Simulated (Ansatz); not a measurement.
**Si63Se defect cell: levels of theory**

Aim: for Si63Se defect cell, compare levels of theory; the runs are relaxing the atoms and single point.

Computed with Ansatz 0.2.0 (DFT PBE, scalar-relativistic, plane waves, PAW, and further levels as typed in the inputs, unless a step's input says otherwise).

## (1) Starting point

Symmetry: P-43m, No. 215, cubic system. The conventional cell has a = 10.862 Å, b = 10.862 Å, c = 10.862 Å, α = 90.00°, β = 90.00°, γ = 90.00°. Around Se (site symmetry -43m) lie 4 Si at 2.35 Å. Around Si (site symmetry m) lie 4 Si at 2.35 Å. Si (site symmetry 3m) is surrounded by 1 Se at 2.35 Å and 3 Si at 2.35 Å. Si (site symmetry -42m) is surrounded by 4 Si at 2.35 Å. Si (site symmetry 3m) has 4 Si at 2.35 Å as nearest neighbours. Only part of the 10 independent sites is listed.

The input asks for a charge of +1 e on the cell.

Structure file:

```
Se Si
1.0
    10.86200    0.00000    0.00000
     0.00000   10.86200    0.00000
     0.00000    0.00000   10.86200
Se Si
1 63
Direct
  0.00000 0.00000 0.00000
  0.00000 0.25000 0.25000
  0.25000 0.00000 0.25000
  0.25000 0.25000 0.00000
  0.12500 0.12500 0.12500
  0.12500 0.37500 0.37500
  0.37500 0.12500 0.37500
  0.37500 0.37500 0.12500
  0.00000 0.00000 0.50000
  0.00000 0.25000 0.75000
  0.25000 0.00000 0.75000
  0.25000 0.25000 0.50000
  0.12500 0.12500 0.62500
  0.12500 0.37500 0.87500
  0.37500 0.12500 0.87500
  0.37500 0.37500 0.62500
  0.00000 0.50000 0.00000
  0.00000 0.75000 0.25000
  0.25000 0.50000 0.25000
  0.25000 0.75000 0.00000
  0.12500 0.62500 0.12500
  0.12500 0.87500 0.37500
  0.37500 0.62500 0.37500
  0.37500 0.87500 0.12500
  0.00000 0.50000 0.50000
  0.00000 0.75000 0.75000
  0.25000 0.50000 0.75000
  0.25000 0.75000 0.50000
  0.12500 0.62500 0.62500
  0.12500 0.87500 0.87500
  0.37500 0.62500 0.87500
  0.37500 0.87500 0.62500
  0.50000 0.00000 0.00000
  0.50000 0.25000 0.25000
  0.75000 0.00000 0.25000
  0.75000 0.25000 0.00000
  0.62500 0.12500 0.12500
  0.62500 0.37500 0.37500
  0.87500 0.12500 0.37500
  0.87500 0.37500 0.12500
  0.50000 0.00000 0.50000
  0.50000 0.25000 0.75000
  0.75000 0.00000 0.75000
  0.75000 0.25000 0.50000
  0.62500 0.12500 0.62500
  0.62500 0.37500 0.87500
  0.87500 0.12500 0.87500
  0.87500 0.37500 0.62500
  0.50000 0.50000 0.00000
  0.50000 0.75000 0.25000
  0.75000 0.50000 0.25000
  0.75000 0.75000 0.00000
  0.62500 0.62500 0.12500
  0.62500 0.87500 0.37500
  0.87500 0.62500 0.37500
  0.87500 0.87500 0.12500
  0.50000 0.50000 0.50000
  0.50000 0.75000 0.75000
  0.75000 0.50000 0.75000
  0.75000 0.75000 0.50000
  0.62500 0.62500 0.62500
  0.62500 0.87500 0.87500
  0.87500 0.62500 0.87500
  0.87500 0.87500 0.62500
```

## (2) Relaxing the atoms: Si63Se defect cell, total moment held at 1 μB, charge +1

Contents of input.yaml:

```yaml
crystal:
  lattice:
    - [10.862, 0.0, 0.0]
    - [0.0, 10.862, 0.0]
    - [0.0, 0.0, 10.862]
  atoms:
    - { symbol: Se, position: [0.0, 0.0, 0.0], spin: 1.0 }
    - { symbol: Si, position: [0.0, 0.25, 0.25] }
    - { symbol: Si, position: [0.25, 0.0, 0.25] }
    - { symbol: Si, position: [0.25, 0.25, 0.0] }
    - { symbol: Si, position: [0.125, 0.125, 0.125] }
    - { symbol: Si, position: [0.125, 0.375, 0.375] }
    - { symbol: Si, position: [0.375, 0.125, 0.375] }
    - { symbol: Si, position: [0.375, 0.375, 0.125] }
    - { symbol: Si, position: [0.0, 0.0, 0.5] }
    - { symbol: Si, position: [0.0, 0.25, 0.75] }
    - { symbol: Si, position: [0.25, 0.0, 0.75] }
    - { symbol: Si, position: [0.25, 0.25, 0.5] }
    - { symbol: Si, position: [0.125, 0.125, 0.625] }
    - { symbol: Si, position: [0.125, 0.375, 0.875] }
    - { symbol: Si, position: [0.375, 0.125, 0.875] }
    - { symbol: Si, position: [0.375, 0.375, 0.625] }
    - { symbol: Si, position: [0.0, 0.5, 0.0] }
    - { symbol: Si, position: [0.0, 0.75, 0.25] }
    - { symbol: Si, position: [0.25, 0.5, 0.25] }
    - { symbol: Si, position: [0.25, 0.75, 0.0] }
    - { symbol: Si, position: [0.125, 0.625, 0.125] }
    - { symbol: Si, position: [0.125, 0.875, 0.375] }
    - { symbol: Si, position: [0.375, 0.625, 0.375] }
    - { symbol: Si, position: [0.375, 0.875, 0.125] }
    - { symbol: Si, position: [0.0, 0.5, 0.5] }
    - { symbol: Si, position: [0.0, 0.75, 0.75] }
    - { symbol: Si, position: [0.25, 0.5, 0.75] }
    - { symbol: Si, position: [0.25, 0.75, 0.5] }
    - { symbol: Si, position: [0.125, 0.625, 0.625] }
    - { symbol: Si, position: [0.125, 0.875, 0.875] }
    - { symbol: Si, position: [0.375, 0.625, 0.875] }
    - { symbol: Si, position: [0.375, 0.875, 0.625] }
    - { symbol: Si, position: [0.5, 0.0, 0.0] }
    - { symbol: Si, position: [0.5, 0.25, 0.25] }
    - { symbol: Si, position: [0.75, 0.0, 0.25] }
    - { symbol: Si, position: [0.75, 0.25, 0.0] }
    - { symbol: Si, position: [0.625, 0.125, 0.125] }
    - { symbol: Si, position: [0.625, 0.375, 0.375] }
    - { symbol: Si, position: [0.875, 0.125, 0.375] }
    - { symbol: Si, position: [0.875, 0.375, 0.125] }
    - { symbol: Si, position: [0.5, 0.0, 0.5] }
    - { symbol: Si, position: [0.5, 0.25, 0.75] }
    - { symbol: Si, position: [0.75, 0.0, 0.75] }
    - { symbol: Si, position: [0.75, 0.25, 0.5] }
    - { symbol: Si, position: [0.625, 0.125, 0.625] }
    - { symbol: Si, position: [0.625, 0.375, 0.875] }
    - { symbol: Si, position: [0.875, 0.125, 0.875] }
    - { symbol: Si, position: [0.875, 0.375, 0.625] }
    - { symbol: Si, position: [0.5, 0.5, 0.0] }
    - { symbol: Si, position: [0.5, 0.75, 0.25] }
    - { symbol: Si, position: [0.75, 0.5, 0.25] }
    - { symbol: Si, position: [0.75, 0.75, 0.0] }
    - { symbol: Si, position: [0.625, 0.625, 0.125] }
    - { symbol: Si, position: [0.625, 0.875, 0.375] }
    - { symbol: Si, position: [0.875, 0.625, 0.375] }
    - { symbol: Si, position: [0.875, 0.875, 0.125] }
    - { symbol: Si, position: [0.5, 0.5, 0.5] }
    - { symbol: Si, position: [0.5, 0.75, 0.75] }
    - { symbol: Si, position: [0.75, 0.5, 0.75] }
    - { symbol: Si, position: [0.75, 0.75, 0.5] }
    - { symbol: Si, position: [0.625, 0.625, 0.625] }
    - { symbol: Si, position: [0.625, 0.875, 0.875] }
    - { symbol: Si, position: [0.875, 0.625, 0.875] }
    - { symbol: Si, position: [0.875, 0.875, 0.625] }
magnetization:
  spin_polarized: true
  initial_magnetization: 1
  spin_locking: { lock_magnetization: hard }
total_charge: 1
scf:
  occupations: { method: fixed }
output:
  forces: true
  stress: false
  eigenvalues: true
  efg: {}
kpoints:
  mp_grid: { grid: [2, 2, 2], shift: [0.5, 0.5, 0.5] }
hamiltonian:
  xc: pbe
relax:
  f_tol: 0.01
  max_steps: 60
```

On the command line:

```
ansatz run input.yaml --threads 8 --pin off --max-ram 24576MiB --backend cpu --events-out ev --progress --plain --runs-dir out
```

The program printed (excerpt; [...] marks lines left out):

```text
Warning: RAYON_NUM_THREADS=8 ignored (pool sized by the plan → 8); use --threads N
[...]
Pseudopotentials: kind: paw
Pseudopotential: Se, paw, valence charge 16, recommended cutoff 420 eV (normal), Se.paw.azcp
Pseudopotential: Si, paw, valence charge 4, recommended cutoff 420 eV (normal), Si.paw.azcp
Functional definition: PBE
[...]
Crystal: 64 atoms, lattice volume = 1281.532 Å³
Basis set: ecut = 420 eV, 25173 PW (Γ), exchange–correlation on 150×150×150 points (8 copies of the dense FFT grid, shifted against one another)
Bands: 198, of which v1, the nominal top of the filled ones, is band 134 counted from 1 (133 counted from 0)
Symmetry: 24 space group operations
Space group: P-43m (ITA 215), of the structure as read, at distance tolerance 1.1e-4 Å
Magnetic group: BNS 215.70 (UNI 1572), of the structure as read, at distance tolerance 1.1e-4 Å
k-points: 1 of 8 (time reversal used)
[...]
Starting moments: Σ|m| = 1 μB on 1 of 64 sites
[...]
SCF iter   1: F=—  HF=-45542.977295 eV  |F-HF|=—  |Δ(HF+E_count)|=         —  Δρ=2.82e-2 (↑2.82e-2 ↓2.58e-2)  dr2=6.32e1  dr2_m=1.39e0  M=1.000 μB ∫|m|=1.025 μB  β_m=0.30  ethr=3.10e-3  ⟨swp⟩=5.0  Hψ=1468  notcnv=0  defer=124
[...]
spin=Collinear: Resta preconditioning applied to the charge; magnetization (m = ρ↑ − ρ↓) channel mixes plain (no charge-response kernel on spin).
[...]
    - { symbol: Si, position: [0.6247574653272396, 0.1255367480137016, 0.6247574653272396] }
    - { symbol: Si, position: [0.6247574653272396, 0.3752425346727604, 0.8744632519862984] }
    - { symbol: Si, position: [0.8659559317187989, 0.1340440682812012, 0.8659559317187989] }
    - { symbol: Si, position: [0.8744632519862984, 0.3752425346727604, 0.6247574653272396] }
    - { symbol: Si, position: [0.5, 0.5, -4.2733755762783697e-20] }
    - { symbol: Si, position: [0.5001715803370145, 0.7497170515646299, 0.25028294843537024] }
    - { symbol: Si, position: [0.7497170515646299, 0.5001715803370145, 0.25028294843537024] }
    - { symbol: Si, position: [0.7483972815069843, 0.7483972815069843, -0.002201085283005842] }
    - { symbol: Si, position: [0.6247574653272396, 0.6247574653272396, 0.1255367480137016] }
    - { symbol: Si, position: [0.6247574653272396, 0.8744632519862984, 0.3752425346727604] }
    - { symbol: Si, position: [0.8744632519862984, 0.6247574653272396, 0.3752425346727604] }
    - { symbol: Si, position: [0.8659559317187989, 0.8659559317187989, 0.1340440682812012] }
    - { symbol: Si, position: [0.5, 0.5, 0.5] }
    - { symbol: Si, position: [0.4998284196629856, 0.7497170515646299, 0.7497170515646299] }
    - { symbol: Si, position: [0.7497170515646299, 0.4998284196629856, 0.7497170515646299] }
    - { symbol: Si, position: [0.7497170515646299, 0.7497170515646299, 0.4998284196629856] }
    - { symbol: Si, position: [0.6249303907886427, 0.6249303907886427, 0.6249303907886427] }
    - { symbol: Si, position: [0.6239396793015776, 0.8748320378039514, 0.8748320378039514] }
    - { symbol: Si, position: [0.8748320378039514, 0.6239396793015776, 0.8748320378039514] }
    - { symbol: Si, position: [0.8748320378039514, 0.8748320378039514, 0.6239396793015776] }
```

It took 33 s on 8 threads of Intel Xeon 6975P-C (Granite Rapids), shared host; peak memory 2.9 GiB.

Relaxation path:

| step | E - E(step 1) (eV/cell) | largest force component (eV/Å) |
| --- | --- | --- |
| 1 | 0.0000 | 1.0310 |
| 2 | -0.5422 | 0.2592 |
| 3 | -0.5880 | 0.0355 |
| 4 | -0.5901 | 0.0024 |

Step 1 is the start.

## (3) Single point: LDA

It takes the final geometry of step 2.

Contents of input.yaml:

```yaml
crystal:
  lattice:
    - [10.862, 0.0, 0.0]
    - [0.0, 10.862, 0.0]
    - [0.0, 0.0, 10.862]
  atoms:
    - { symbol: Se, position: [0.0, 0.0, 0.0], spin: 1.0 }
    - { symbol: Si, position: [-0.0022010853, 0.2516027185, 0.2516027185] }
    - { symbol: Si, position: [0.2516027185, -0.0022010853, 0.2516027185] }
    - { symbol: Si, position: [0.2516027185, 0.2516027185, -0.0022010853] }
    - { symbol: Si, position: [0.1340440683, 0.1340440683, 0.1340440683] }
    - { symbol: Si, position: [0.125536748, 0.3752425347, 0.3752425347] }
    - { symbol: Si, position: [0.3752425347, 0.125536748, 0.3752425347] }
    - { symbol: Si, position: [0.3752425347, 0.3752425347, 0.125536748] }
    - { symbol: Si, position: [0.0, 0.0, 0.5] }
    - { symbol: Si, position: [0.0022010853, 0.2516027185, 0.7483972815] }
    - { symbol: Si, position: [0.2516027185, 0.0022010853, 0.7483972815] }
    - { symbol: Si, position: [0.2502829484, 0.2502829484, 0.4998284197] }
    - { symbol: Si, position: [0.1251679622, 0.1251679622, 0.6239396793] }
    - { symbol: Si, position: [0.1251679622, 0.3760603207, 0.8748320378] }
    - { symbol: Si, position: [0.3760603207, 0.1251679622, 0.8748320378] }
    - { symbol: Si, position: [0.3750696092, 0.3750696092, 0.6249303908] }
    - { symbol: Si, position: [0.0, 0.5, 0.0] }
    - { symbol: Si, position: [0.0022010853, 0.7483972815, 0.2516027185] }
    - { symbol: Si, position: [0.2502829484, 0.4998284197, 0.2502829484] }
    - { symbol: Si, position: [0.2516027185, 0.7483972815, 0.0022010853] }
    - { symbol: Si, position: [0.1251679622, 0.6239396793, 0.1251679622] }
    - { symbol: Si, position: [0.1251679622, 0.8748320378, 0.3760603207] }
    - { symbol: Si, position: [0.3750696092, 0.6249303908, 0.3750696092] }
    - { symbol: Si, position: [0.3760603207, 0.8748320378, 0.1251679622] }
    - { symbol: Si, position: [0.0, 0.5, 0.5] }
    - { symbol: Si, position: [-0.0022010853, 0.7483972815, 0.7483972815] }
    - { symbol: Si, position: [0.2502829484, 0.5001715803, 0.7497170516] }
    - { symbol: Si, position: [0.2502829484, 0.7497170516, 0.5001715803] }
    - { symbol: Si, position: [0.125536748, 0.6247574653, 0.6247574653] }
    - { symbol: Si, position: [0.1340440683, 0.8659559317, 0.8659559317] }
    - { symbol: Si, position: [0.3752425347, 0.6247574653, 0.874463252] }
    - { symbol: Si, position: [0.3752425347, 0.874463252, 0.6247574653] }
    - { symbol: Si, position: [0.5, 0.0, 0.0] }
    - { symbol: Si, position: [0.4998284197, 0.2502829484, 0.2502829484] }
    - { symbol: Si, position: [0.7483972815, 0.0022010853, 0.2516027185] }
    - { symbol: Si, position: [0.7483972815, 0.2516027185, 0.0022010853] }
    - { symbol: Si, position: [0.6239396793, 0.1251679622, 0.1251679622] }
    - { symbol: Si, position: [0.6249303908, 0.3750696092, 0.3750696092] }
    - { symbol: Si, position: [0.8748320378, 0.1251679622, 0.3760603207] }
    - { symbol: Si, position: [0.8748320378, 0.3760603207, 0.1251679622] }
    - { symbol: Si, position: [0.5, 0.0, 0.5] }
    - { symbol: Si, position: [0.5001715803, 0.2502829484, 0.7497170516] }
    - { symbol: Si, position: [0.7483972815, -0.0022010853, 0.7483972815] }
    - { symbol: Si, position: [0.7497170516, 0.2502829484, 0.5001715803] }
    - { symbol: Si, position: [0.6247574653, 0.125536748, 0.6247574653] }
    - { symbol: Si, position: [0.6247574653, 0.3752425347, 0.874463252] }
    - { symbol: Si, position: [0.8659559317, 0.1340440683, 0.8659559317] }
    - { symbol: Si, position: [0.874463252, 0.3752425347, 0.6247574653] }
    - { symbol: Si, position: [0.5, 0.5, 0.0] }
    - { symbol: Si, position: [0.5001715803, 0.7497170516, 0.2502829484] }
    - { symbol: Si, position: [0.7497170516, 0.5001715803, 0.2502829484] }
    - { symbol: Si, position: [0.7483972815, 0.7483972815, -0.0022010853] }
    - { symbol: Si, position: [0.6247574653, 0.6247574653, 0.125536748] }
    - { symbol: Si, position: [0.6247574653, 0.874463252, 0.3752425347] }
    - { symbol: Si, position: [0.874463252, 0.6247574653, 0.3752425347] }
    - { symbol: Si, position: [0.8659559317, 0.8659559317, 0.1340440683] }
    - { symbol: Si, position: [0.5, 0.5, 0.5] }
    - { symbol: Si, position: [0.4998284197, 0.7497170516, 0.7497170516] }
    - { symbol: Si, position: [0.7497170516, 0.4998284197, 0.7497170516] }
    - { symbol: Si, position: [0.7497170516, 0.7497170516, 0.4998284197] }
    - { symbol: Si, position: [0.6249303908, 0.6249303908, 0.6249303908] }
    - { symbol: Si, position: [0.6239396793, 0.8748320378, 0.8748320378] }
    - { symbol: Si, position: [0.8748320378, 0.6239396793, 0.8748320378] }
    - { symbol: Si, position: [0.8748320378, 0.8748320378, 0.6239396793] }
magnetization:
  spin_polarized: true
  initial_magnetization: 1
  spin_locking: { lock_magnetization: hard }
total_charge: 1
scf:
  occupations: { method: fixed }
output:
  forces: true
  stress: false
  eigenvalues: true
  efg: {}
kpoints:
  mp_grid: { grid: [2, 2, 2], shift: [0.5, 0.5, 0.5] }
hamiltonian:
  xc: lda
```

On the command line:

```
ansatz run input.yaml --threads 8 --pin off --max-ram 24576MiB --backend cpu --events-out ev --progress --plain --runs-dir out
```

The program printed (excerpt; [...] marks lines left out):

```text
Warning: RAYON_NUM_THREADS=8 ignored (pool sized by the plan → 8); use --threads N
[...]
[... 3 set-up lines as earlier in the session ...]
Functional definition: SPW92
[...]
Crystal: 64 atoms, lattice volume = 1281.532 Å³
Basis set: ecut = 420 eV, 25173 PW (Γ)
Bands: 198, of which v1, the nominal top of the filled ones, is band 134 counted from 1 (133 counted from 0)
[... 2 set-up lines as earlier in the session ...]
Magnetic group: BNS 215.70 (UNI 1572), of the structure as read, at distance tolerance 1.1e-4 Å
k-points: 1 of 8 (time reversal used)
[...]
Starting moments: Σ|m| = 1 μB on 1 of 64 sites
[...]
            electrostatic potential = -1358.855902 V   contact ρ = 12692.022522 e/Å³   contact ρ_s (e/Å³): all electrons +0.013545, valence +0.013402
[...]
            electrostatic potential = -1358.855902 V   contact ρ = 12692.022522 e/Å³   contact ρ_s (e/Å³): all electrons +0.013545, valence +0.013402
[...]
            electrostatic potential = -1358.855902 V   contact ρ = 12692.022522 e/Å³   contact ρ_s (e/Å³): all electrons +0.013545, valence +0.013402
[...]
            electrostatic potential = -1358.860213 V   contact ρ = 12692.040202 e/Å³   contact ρ_s (e/Å³): all electrons +0.018335, valence +0.017966
[...]
            electrostatic potential = -1358.815663 V   contact ρ = 12691.991628 e/Å³   contact ρ_s (e/Å³): all electrons +0.037978, valence +0.037972
[...]
            electrostatic potential = -1358.815663 V   contact ρ = 12691.991628 e/Å³   contact ρ_s (e/Å³): all electrons +0.037978, valence +0.037972
[...]
            electrostatic potential = -1358.815663 V   contact ρ = 12691.991628 e/Å³   contact ρ_s (e/Å³): all electrons +0.037978, valence +0.037972
--- Band table (eV) ---
[...]
```

Wall time 8.3 s (8 threads of Intel Xeon 6975P-C (Granite Rapids), shared host); peak memory 2.7 GiB.

## (4) Single point: r2SCAN

It takes the final geometry of step 2.

Edit input.yaml of step 3 so:

```diff
@@ -85,2 +85,2 @@
 hamiltonian:
-  xc: lda
+  xc: r2scan
```

On the command line:

```
ansatz run input.yaml --threads 8 --pin off --max-ram 24576MiB --backend cpu --events-out ev --progress --plain --runs-dir out
```

The program printed (excerpt; [...] marks lines left out):

```text
Warning: This run holds its total moment fixed (magnetization.spin_locking.lock_magnetization: hard) and mixes its density by anderson or broyden (scf.mixing.algorithm, typed or taken by auto). Slabs with a fixed moment have converged under broyden above another state at the same moment, [...]
Warning: RAYON_NUM_THREADS=8 ignored (pool sized by the plan → 8); use --threads N
[...]
[... 1 set-up line as earlier in the session ...]
Pseudopotential: Se, paw, valence charge 16, recommended cutoff 500 eV (meta_gga), Se.paw.azcp
Pseudopotential: Si, paw, valence charge 4, recommended cutoff 500 eV (meta_gga), Si.paw.azcp
Functional definition: r2SCAN
[...]
Crystal: 64 atoms, lattice volume = 1281.532 Å³
Basis set: ecut = 500 eV, 32531 PW (Γ), exchange–correlation on 320×320×320 points (64 copies of the dense FFT grid, shifted against one another)
Bands: 198, of which v1, the nominal top of the filled ones, is band 134 counted from 1 (133 counted from 0)
[... 2 set-up lines as earlier in the session ...]
[...]
            electrostatic potential = -1358.155643 V   contact ρ = 12788.870914 e/Å³   contact ρ_s (e/Å³): all electrons +0.056854, valence +0.054793
[...]
            electrostatic potential = -1358.122042 V   contact ρ = 12788.834221 e/Å³   contact ρ_s (e/Å³): all electrons +0.007813, valence +0.007881
[...]
            electrostatic potential = -1358.122042 V   contact ρ = 12788.834221 e/Å³   contact ρ_s (e/Å³): all electrons +0.007813, valence +0.007881
[...]
            electrostatic potential = -1358.122042 V   contact ρ = 12788.834221 e/Å³   contact ρ_s (e/Å³): all electrons +0.007813, valence +0.007881
[...]
            electrostatic potential = -1358.126497 V   contact ρ = 12788.850191 e/Å³   contact ρ_s (e/Å³): all electrons +0.015345, valence +0.015092
[...]
            electrostatic potential = -1358.076221 V   contact ρ = 12788.807811 e/Å³   contact ρ_s (e/Å³): all electrons +0.045971, valence +0.043799
[...]
            electrostatic potential = -1358.076221 V   contact ρ = 12788.807811 e/Å³   contact ρ_s (e/Å³): all electrons +0.045971, valence +0.043799
[...]
            electrostatic potential = -1358.076221 V   contact ρ = 12788.807811 e/Å³   contact ρ_s (e/Å³): all electrons +0.045971, valence +0.043799
--- Band table (eV) ---
[...]
```

Wall time 18 s (8 threads of Intel Xeon 6975P-C (Granite Rapids), shared host); peak memory 5 GiB.

## (5) The runs side by side

| step | level | energy (eV) | gap on the mesh (eV) | moment (μB/cell) | largest site moment (μB) | time |
| --- | --- | --- | --- | --- | --- | --- |
| 2 | PBE | -45530.439 | 0.12 | 1.00 | 0.04 | 33 s |
| 3 | LDA | -43733.472 | 0.07 | 1.00 | 0.04 | 8.3 s |
| 4 | r2SCAN | -45744.737 | 0.21 | 1.00 | 0.05 | 18 s |

Totals of different systems or levels have different zeros; only balanced differences at one level mean anything.

In words: The gap on the mesh runs from 0.07 eV with LDA to 0.21 eV with r2SCAN. Other magnetic orders or occupations could lie lower; they were not searched in full.
